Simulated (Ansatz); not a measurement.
WS2:

```
CELL_PARAMETERS angstrom
1.57900 0.91164 6.16333
-1.57900 0.91164 6.16333
0.00000 -1.82327 6.16333
ATOMIC_POSITIONS crystal
W 0.00000 0.00000 0.00000
S 0.58100 0.58100 0.58100
S 0.75030 0.75030 0.75030
```

Measurements of this composition are mostly on another form, of space group No. 194.

Base run:

- Program: Ansatz 0.2.0
- Functional: PBEsol
- Potentials or basis: Ansatz PAW
- Cutoff: 420 eV (not typed: the program's choice for these potentials)
- k mesh: 10 × 10 × 10
- Occupations: fermi-dirac, width 0.05 eV
- Spin: no spin polarisation
- Hubbard terms: W d U = 1 eV

Its results: band gap on the k mesh 1.03 eV, indirect (least direct gap 2.20 eV); pressure -0.6 GPa; largest force 0.601 eV/Å.

The run is repeated on the same cell with these changes: hubbard terms from W d U = 1 eV to W d U = 6 eV. What comes out?

Band gap on the k mesh 1.22 eV, indirect (least direct gap 1.87 eV); pressure -0.1 GPa; largest force 0.609 eV/Å.

Caveats: spin-orbit coupling is left out, which moves the levels of the heavy elements; the PAW data sets come from PBE, with cores solved anew for the run's functional, which leaves a small shift of forces and pressure; the k mesh misses the band edges, so the gap on the mesh is wider than the one along the path (some runs).
